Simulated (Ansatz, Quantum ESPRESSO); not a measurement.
# HfO2 (Fm-3m): modes at Γ and the response to a field, part 2 of 3

Aim: the zone-centre modes of HfO2 (Fm-3m).

Quantum ESPRESSO 7.5; DFT LDA, scalar-relativistic, plane waves, JTH PAW pseudopotentials.

So far. Step 2 (A probe with smearing): A gap of 3.5 eV opens on this mesh, so the crystal is taken as an insulator; the start stands at -20 GPa. Step 4 (Ground state): The cell stands at 0.063 GPa, close enough for phonons. The relaxed cell has a = 4.978 Å (conventional setting).

## 5. Linear response at Γ

At q = 0 one unit cell holds all displacements; symmetry groups them into irreducible representations that are solved one by one. The response to a field gives ε∞ and the Born charges, which polar modes need.

Contents of ph.in:

```
phonons
&inputph
   prefix = 'x'
   outdir = './tmp'
   fildyn = 'g.dyn'
   tr2_ph = 1.0d-18
   epsil = .true.
/
0.000000000 0.000000000 0.000000000
```

Command:

```
$ OMP_NUM_THREADS=1 mpirun -n 4 ph.x -nk 4 -in ph.in > ph.out
```

The log of the run:

```text
[banners, grids, parts of the stress and lines that vanish by symmetry left out]
[banner, memory and clock lines left out]
Program PHONON v.7.5

     ./tmp/x.save/

     file Hf.upf: wavefunction(s)  5S 5P 6P 5D 0D renormalized
     file O.upf: wavefunction(s)  0S 2P 0P renormalized

     IMPORTANT: XC functional enforced from input :
     Exchange-correlation= PW
                           (   1   4   0   0   0   0   0)
     Any further DFT definition will be discarded
     Please, verify this is what you really want

     G-vector sticks info

     Reading collected, re-writing distributed wavefunctions in ./tmp/

     Number and degeneracy of irreps per q-point
       N         xq(1)         xq(2)         xq(3)   N irreps
       1   0.000000000   0.000000000   0.000000000       3
        3   3   3

     Calculation of q =    0.0000000   0.0000000   0.0000000

     phonons

     bravais-lattice index     =            2
     lattice parameter (alat)  =       9.4072  a.u.
     unit-cell volume          =     208.1237 (a.u.)^3
     number of atoms/cell      =            3
     number of atomic types    =            2
     kinetic-energy cut-off    =      50.0000  Ry
     charge density cut-off    =     250.0000  Ry
     convergence threshold     =      1.0E-18
     beta                      =       0.7000
     number of iterations used =            4
     Exchange-correlation= PW
                           (   1   4   0   0   0   0   0)

     celldm(1)=    9.40720  celldm(2)=    0.00000  celldm(3)=    0.00000
     celldm(4)=    0.00000  celldm(5)=    0.00000  celldm(6)=    0.00000

     crystal axes: (cart. coord. in units of alat)
               a(1) = ( -0.5000  0.0000  0.5000 )
               a(2) = (  0.0000  0.5000  0.5000 )
               a(3) = ( -0.5000  0.5000  0.0000 )

     reciprocal axes: (cart. coord. in units 2 pi/alat)
               b(1) = ( -1.0000 -1.0000  1.0000 )
               b(2) = (  1.0000  1.0000  1.0000 )
               b(3) = ( -1.0000  1.0000 -1.0000 )

     Atoms inside the unit cell:

     Cartesian axes

     site n.  atom      mass           positions (alat units)
        1  Hf    178.4900   tau(    1) = (    0.00000    0.00000    0.00000  )
        2  O      15.9990   tau(    2) = (   -0.75000    0.75000    0.75000  )
        3  O      15.9990   tau(    3) = (   -0.25000    0.25000    0.25000  )

     Computing dynamical matrix for
                    q = (   0.0000000   0.0000000   0.0000000 )

     49 Sym.Ops. (with q -> -q+G )

     G cutoff =  560.4040  (  13851 G-vectors)     FFT grid: ( 36, 36, 36)
     G cutoff =  448.3232  (   9841 G-vectors)  smooth grid: ( 30, 30, 30)
     number of k points=    29
                       cart. coord. in units 2pi/alat
        k(    1) = (   0.0000000   0.0000000   0.0000000), wk =   0.0039062
        k(    2) = (  -0.1250000   0.1250000  -0.1250000), wk =   0.0312500
        k(    3) = (  -0.2500000   0.2500000  -0.2500000), wk =   0.0312500
        [... further k-points left out ...]

     PseudoPot. # 1 for Hf read from file:
     ./pseudo/Hf.upf
     Pseudo is Projector augmented-wave + core cor, Zval = 12.0
     Shape of augmentation charge: SINC**2
     Using radial grid of 1119 points,  6 beta functions with:
                l(1) =   0
                l(2) =   0
                l(3) =   1
                l(4) =   1
                l(5) =   2
                l(6) =   2
     Q(r) pseudized with 0 coefficients

     PseudoPot. # 2 for O  read from file:
     ./pseudo/O.upf
     Pseudo is Projector augmented-wave + core cor, Zval =  6.0
     Shape of augmentation charge: SINC**2
     Using radial grid of  943 points,  4 beta functions with:
                l(1) =   0
                l(2) =   0
                l(3) =   1
                l(4) =   1
     Q(r) pseudized with 0 coefficients

     Mode symmetry, O_h (m-3m)  point group:

     Electric field:
     Dielectric constant
     Born effective charges as d Force / d E

     Atomic displacements:
     There are    3 irreducible representations

     Representation     1      3 modes -  To be done

     Representation     2      3 modes -  To be done

     Representation     3      3 modes -  To be done

     Alpha used in Ewald sum =   2.4000

     Electric Fields Calculation

      thresh= 1.000E-02 alpha_mix =  0.700 |ddv_scf|^2 =  1.796E-08

      thresh= 1.340E-05 alpha_mix =  0.700 |ddv_scf|^2 =  3.526E-10

      thresh= 1.878E-06 alpha_mix =  0.700 |ddv_scf|^2 =  1.583E-11

      thresh= 3.978E-07 alpha_mix =  0.700 |ddv_scf|^2 =  4.882E-13

      thresh= 6.987E-08 alpha_mix =  0.700 |ddv_scf|^2 =  1.511E-14

      thresh= 1.229E-08 alpha_mix =  0.700 |ddv_scf|^2 =  1.538E-17

      thresh= 3.922E-10 alpha_mix =  0.700 |ddv_scf|^2 =  7.851E-19

     End of electric fields calculation

          Dielectric constant in cartesian axis

          (       5.303403104      -0.000000000      -0.000000000 )
          (      -0.000000000       5.303403104       0.000000000 )
          (      -0.000000000       0.000000000       5.303403104 )

          Effective charges (d Force / dE) in cartesian axis without acoustic sum rule applied (asr)

           atom    1  Hf    Mean Z*:        5.52903
      Ex  (        5.52903       -0.00000       -0.00000 )
      Ey  (       -0.00000        5.52903        0.00000 )
      Ez  (       -0.00000        0.00000        5.52903 )
           atom    2  O     Mean Z*:       -2.76530
      Ex  (       -2.76530        0.00000        0.00000 )
      Ey  (        0.00000       -2.76530        0.00000 )
      Ez  (       -0.00000        0.00000       -2.76530 )
           atom    3  O     Mean Z*:       -2.76530
      Ex  (       -2.76530       -0.00000       -0.00000 )
      Ey  (       -0.00000       -2.76530       -0.00000 )
      Ez  (       -0.00000       -0.00000       -2.76530 )

          Effective charges Sum: Mean:       -0.00156
             -0.00156       -0.00000       -0.00000
             -0.00000       -0.00156        0.00000
             -0.00000        0.00000       -0.00156

          Effective charges (d Force / dE) in cartesian axis with asr applied:
           atom    1  Hf    Mean Z*:        5.52955
      E*x (        5.52955       -0.00000       -0.00000 )
      E*y (       -0.00000        5.52955        0.00000 )
      E*z (       -0.00000        0.00000        5.52955 )
           atom    2  O     Mean Z*:       -2.76478
      E*x (       -2.76478        0.00000        0.00000 )
      E*y (        0.00000       -2.76478        0.00000 )
      E*z (        0.00000        0.00000       -2.76478 )
           atom    3  O     Mean Z*:       -2.76478
      E*x (       -2.76478        0.00000       -0.00000 )
      E*y (       -0.00000       -2.76478       -0.00000 )
      E*z (       -0.00000       -0.00000       -2.76478 )

     Representation #   1 modes #   1   2   3

     Self-consistent Calculation

      thresh= 1.000E-02 alpha_mix =  0.700 |ddv_scf|^2 =  1.460E-06

      thresh= 1.208E-04 alpha_mix =  0.700 |ddv_scf|^2 =  3.016E-08

      thresh= 1.737E-05 alpha_mix =  0.700 |ddv_scf|^2 =  2.369E-11

      thresh= 4.867E-07 alpha_mix =  0.700 |ddv_scf|^2 =  1.189E-13

      thresh= 3.448E-08 alpha_mix =  0.700 |ddv_scf|^2 =  4.334E-16

      thresh= 2.082E-09 alpha_mix =  0.700 |ddv_scf|^2 =  6.406E-18

      thresh= 2.531E-10 alpha_mix =  0.700 |ddv_scf|^2 =  5.034E-20

     End of self-consistent calculation

     Convergence has been achieved

     Representation #   2 modes #   4   5   6

     Self-consistent Calculation

[...]
End of self-consistent calculation

     Convergence has been achieved

     Representation #   3 modes #   7   8   9

     Self-consistent Calculation

[...]
thresh= 1.078E-04 alpha_mix =  0.700 |ddv_scf|^2 =  2.890E-08

      thresh= 1.700E-05 alpha_mix =  0.700 |ddv_scf|^2 =  4.089E-10

      thresh= 2.022E-06 alpha_mix =  0.700 |ddv_scf|^2 =  2.945E-12

      thresh= 1.716E-07 alpha_mix =  0.700 |ddv_scf|^2 =  5.763E-14

      thresh= 2.401E-08 alpha_mix =  0.700 |ddv_scf|^2 =  3.570E-16

      thresh= 1.890E-09 alpha_mix =  0.700 |ddv_scf|^2 =  1.717E-18

      thresh= 1.310E-10 alpha_mix =  0.700 |ddv_scf|^2 =  3.991E-20

     End of self-consistent calculation

     Convergence has been achieved

     Number of q in the star =    1
     List of q in the star:
          1   0.000000000   0.000000000   0.000000000

          Dielectric constant in cartesian axis

          (       5.303403104      -0.000000000      -0.000000000 )
          (      -0.000000000       5.303403104       0.000000000 )
          (      -0.000000000       0.000000000       5.303403104 )

          Effective charges (d Force / dE) in cartesian axis without acoustic sum rule applied (asr)

           atom    1  Hf    Mean Z*:        5.52903
      Ex  (        5.52903       -0.00000       -0.00000 )
      Ey  (       -0.00000        5.52903        0.00000 )
      Ez  (       -0.00000        0.00000        5.52903 )
           atom    2  O     Mean Z*:       -2.76530
      Ex  (       -2.76530        0.00000        0.00000 )
      Ey  (        0.00000       -2.76530        0.00000 )
      Ez  (       -0.00000        0.00000       -2.76530 )
           atom    3  O     Mean Z*:       -2.76530
      Ex  (       -2.76530       -0.00000       -0.00000 )
      Ey  (       -0.00000       -2.76530       -0.00000 )
      Ez  (       -0.00000       -0.00000       -2.76530 )

          Effective charges Sum: Mean:       -0.00156
             -0.00156       -0.00000       -0.00000
             -0.00000       -0.00156        0.00000
             -0.00000        0.00000       -0.00156

          Effective charges (d Force / dE) in cartesian axis with asr applied:
           atom    1  Hf    Mean Z*:        5.52955
      E*x (        5.52955       -0.00000       -0.00000 )
      E*y (       -0.00000        5.52955        0.00000 )
      E*z (       -0.00000        0.00000        5.52955 )
           atom    2  O     Mean Z*:       -2.76478
      E*x (       -2.76478        0.00000        0.00000 )
      E*y (        0.00000       -2.76478        0.00000 )
      E*z (        0.00000        0.00000       -2.76478 )
           atom    3  O     Mean Z*:       -2.76478
      E*x (       -2.76478        0.00000       -0.00000 )
      E*y (       -0.00000       -2.76478       -0.00000 )
      E*z (       -0.00000       -0.00000       -2.76478 )

     Diagonalizing the dynamical matrix

     q = (    0.000000000   0.000000000   0.000000000 )

 **************************************************************************
     freq (    1) =      -0.015958 [THz] =      -0.532306 [cm-1]
     freq (    2) =      -0.015958 [THz] =      -0.532306 [cm-1]
     freq (    3) =      -0.015958 [THz] =      -0.532306 [cm-1]
     freq (    4) =       8.024762 [THz] =     267.677264 [cm-1]
     freq (    5) =       8.024762 [THz] =     267.677264 [cm-1]
     freq (    6) =       8.024762 [THz] =     267.677264 [cm-1]
     freq (    7) =      18.242904 [THz] =     608.517793 [cm-1]
     freq (    8) =      18.242904 [THz] =     608.517793 [cm-1]
     freq (    9) =      18.242904 [THz] =     608.517793 [cm-1]
 **************************************************************************

     Mode symmetry, O_h (m-3m)  point group:

     freq (   1-   3) =         -0.5  [cm-1]   --> T_1u G_15  G_4- I
     freq (   4-   6) =        267.7  [cm-1]   --> T_1u G_15  G_4- I
     freq (   7-   9) =        608.5  [cm-1]   --> T_2g G_25' G_5+ R
```

The job ended after 87 s (4 MPI ranks of Arm Neoverse V2, shared host; 5.8 min of CPU time).

Read from the output:

```yaml
miss_of_the_charge_sum_rule: 0.001570 e
largest_acoustic_frequency_at_the_zone_centre_before_the_sum_rule: -0.53 cm⁻¹
highest_optical_zone_centre_mode_no_lo_to_term: 608.5 cm⁻¹
lowest_optical_zone_centre_mode: 267.7 cm⁻¹
mean_high_frequency_dielectric_constant: 5.303
largest_born_charge_in_size_third_of_the_trace: 5.529 e
```

Born charge (rows field, columns displacement), before the sum rule (e), principal values of the symmetric part by kind of site:

```tsv
atom	atoms with these values	low	middle	high	mean
Hf1	1	5.53	5.53	5.53	5.53
O2	2	-2.77	-2.77	-2.77	-2.77
```

In full for Hf1:

```
5.53 0.00 0.00
0.00 5.53 0.00
0.00 0.00 5.53
```

High-frequency dielectric tensor:

```
5.30 0.00 0.00
0.00 5.30 0.00
0.00 0.00 5.30
```

The acoustic modes at Γ come out as far as 0.5 cm⁻¹ from zero, where they should vanish, a small numerical error; the Born charges miss their sum rule by 0.0016 e, which is good.

## 6. Modes with the sum rule

A rigid shift of the crystal must cost nothing, but grids and finite bases break this; the acoustic sum rule is imposed before the matrix is diagonalised again. With Born charges the intensities follow, and the static dielectric tensor.

Contents of dynmat.in:

```
&input
   fildyn = 'g.dyn'
   asr = 'simple'
   fileig = 'dynmat.eig'
   lperm = .true.
/
```

Command:

```
$ dynmat.x -in dynmat.in > dynmat.out
```

The log of the run:

```text
[banner, memory and clock lines left out]
Program DYNMAT v.7.5

     Reading Dynamical Matrix from file g.dyn
     ...Force constants read
     ...epsilon and Z* read
     A direction for q was not specified:TO-LO splitting will be absent

     Polarizability (A^3 units)
     multiply by 0.410767 for Clausius-Mossotti correction
        10.561534   -0.000000   -0.000000
        -0.000000   10.561534    0.000000
        -0.000000    0.000000   10.561534

     IR activities are in (D/A)^2/amu units

# mode   [cm-1]    [THz]      IR
    1      0.00    0.0000    0.0000
    2      0.00    0.0000    0.0000
    3      0.00    0.0000    0.0000
    4    267.69    8.0250   25.9980
    5    267.69    8.0250   25.9980
    6    267.69    8.0250   25.9980
    7    608.52   18.2430    0.0000
    8    608.52   18.2430    0.0000
    9    608.52   18.2430    0.0000

Electronic dielectric permittivity tensor (relative, adimensional)
         5.303403   -0.000000   -0.000000
        -0.000000    5.303403    0.000000
        -0.000000    0.000000    5.303403

 ... with zone-center polar mode contributions
        30.394275   -0.000000    0.000000
        -0.000000   30.394275   -0.000000
         0.000000   -0.000000   30.394275

[end of the log left out, with the tail of the file of modes that dynmat.x writes under the same name]
```

Run time: 0.47 s. Hardware: 1 thread.

This step gave:

| Item | Value |
| --- | --- |
| mean static dielectric constant | 30.39 |

Unit eigenvectors of the mass-weighted matrix after the sum rule; no LO-TO term. Modes at Γ, with each element's share of the kinetic energy:

```tsv
mode	frequency (cm⁻¹)	symmetry	Hf %	O %
1	0.0	acoustic	85	15
2	0.0	acoustic	85	15
3	0.0	acoustic	85	15
4	267.7	T1u	15	85
5	267.7	T1u	15	85
6	267.7	T1u	15	85
7	608.5	T2g	0	100
8	608.5	T2g	0	100
9	608.5	T2g	0	100
```

Displacements in mode 6 (267.7 cm⁻¹), the largest set to 1:
```
Hf1 -0.01 -0.08 -0.18
O2   0.05  0.44  1.00
O3   0.05  0.44  1.00
```

Displacements in mode 7 (608.5 cm⁻¹), the largest set to 1:
```
Hf1  0.00  0.00  0.00
O2   0.00  0.00  1.00
O3   0.00  0.00 -1.00
```

Degenerate modes summed, no LO-TO term. Infrared lines, with heights relative to the strongest:

```tsv
position (cm⁻¹)	lines merged	label	IR intensity, relative
268	3	T1u	100
609	3	T2g	0.0
```

Static dielectric tensor (ions relaxed, fixed cell):

```
30.39  0.00  0.00
 0.00 30.39  0.00
 0.00  0.00 30.39
```

The rule moves no optical mode by more than 0.1 cm⁻¹.

## 7. The LO-TO splitting (1 0 0)

A longitudinal polar mode sets up a macroscopic field that stiffens it; the term hangs on the direction from which q goes to zero.

Contents of dynmat.in:

```
&input
   fildyn = 'g.dyn'
   asr = 'simple'
   fileig = 'dynmat.eig'
   q(1) = 1.0
   q(2) = 0.0
   q(3) = 0.0
/
```

Command:

```
$ dynmat.x -in dynmat.in > dynmat.out
```

The log of the run:

```text
[banner, memory and clock lines left out]
Program DYNMAT v.7.5

     Reading Dynamical Matrix from file g.dyn
     ...Force constants read
     ...epsilon and Z* read

     Polarizability (A^3 units)
     multiply by 0.410767 for Clausius-Mossotti correction
        10.561534   -0.000000   -0.000000
        -0.000000   10.561534    0.000000
        -0.000000    0.000000   10.561534

     IR activities are in (D/A)^2/amu units

# mode   [cm-1]    [THz]      IR
    1     -0.00   -0.0000    0.0000
    2     -0.00   -0.0000    0.0000
    3      0.00    0.0000    0.0000
    4    267.69    8.0250   25.9980
    5    267.69    8.0250   25.9980
    6    608.52   18.2430    0.0000
    7    608.52   18.2430    0.0000
    8    608.52   18.2430    0.0000
    9    640.83   19.2117   25.9980

[end of the log left out, with the tail of the file of modes that dynmat.x writes under the same name]
```

Wall time 0.47 s (1 thread).

This step gave:

* highest mode moved by the LO-TO term: 640.8 cm⁻¹

Zone-centre frequencies as printed; negative means imaginary. Modes:

```tsv
mode	frequency (cm⁻¹)
1	0
2	0
3	0
4	267.7
5	267.7
6	608.5
7	608.5
8	608.5
9	640.8
```

The field moves one mode, from 268 to 641 cm⁻¹; the others stay.

(Continued in part 3 of 3.)

[Host names and launcher messages were left out of these logs when they were recorded.]

[Logs are printed without paths, hosts, clocks, repeated set-up lines and the standing remarks that a program may print on its own settings, such as how far it seeks lower states.]

[Hosts, paths, dates, database ids (printed as entryN), source tags and the programs' standing remarks are cut or masked in the printed files.]
